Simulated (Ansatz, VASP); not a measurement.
# One calculation of HfO2, two programs

```
CELL_PARAMETERS angstrom
0.00000 2.55447 2.52056
2.55447 0.00000 2.52056
2.55447 2.55447 0.00000
ATOMIC_POSITIONS crystal
Hf 0.00000 0.00000 0.00000
O 0.25000 0.25000 0.25000
O 0.75000 0.75000 0.75000
```

Change from the starting cell: epitaxial_xy strain +1.0%.

Alike in both runs: task single point; functional r2SCAN; k mesh 8 × 8 × 8; no spin polarisation.

```csv
,VASP,Ansatz
version,VASP 6.6.1,Ansatz 0.2.0
potentials or method,"VASP PAW PBE potentials, release 64 (Hf_pv, O)","plane waves, PAW"
plane-wave cutoff (eV),520,500
occupations,"gaussian, width 0.01 eV",fixed
valence electrons in the cell,22,38
```

Ansatz gave:

* gap on the k mesh at the Fermi level (eV): 4.16
* pressure (GPa): -4.3
* largest component of the traceless stress (GPa): 4.29

**Question.** Which values does VASP return?

**Answer.** gap on the k mesh at the Fermi level (eV): 4.16; pressure (GPa): -8.1; largest component of the traceless stress (GPa): 4.36.

The two sets of potentials don't hold the same shells in valence.

Caveats: the PAW data sets were made with another functional, which shifts forces and pressure a little (VASP); spin-orbit coupling is left out, which moves the levels of the heavy elements. A k mesh can miss the band edges.
